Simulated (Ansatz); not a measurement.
**Au in Ansatz: the effect of functional**

Crystal: Au.

```xyz
1
Lattice="0.0000 2.0075 2.0075 2.0075 0.0000 2.0075 2.0075 2.0075 0.0000" Properties=species:S:1:pos:R:3 pbc="T T T"
Au    0.0000    0.0000    0.0000
```

The cell isn't the ideal one: volume scaled by 0.96.

Alike in all runs:

* Program: Ansatz 0.2.0
* Task: single point
* Potentials or basis: Ansatz PAW
* k mesh: 11 × 11 × 11
* Occupations: fermi-dirac, width 0.05 eV
* Spin: no spin polarisation

One run gave: pressure 15.7 GPa. Which functional did it use?
A. r2SCAN
B. PBE
C. LDA

A.

| functional | cutoff | pressure (GPa) |
| --- | --- | --- |
| LDA | 420 eV (not typed: the program's choice for these potentials) | 5.0 |
| r2SCAN | 500 eV (not typed: the program's choice for these potentials) | 15.7 |
| PBE | 420 eV (not typed: the program's choice for these potentials) | 19.9 |

Caveats: the PAW data sets come from PBE, with cores solved anew for the run's functional, which leaves a small shift of forces and pressure (some runs).
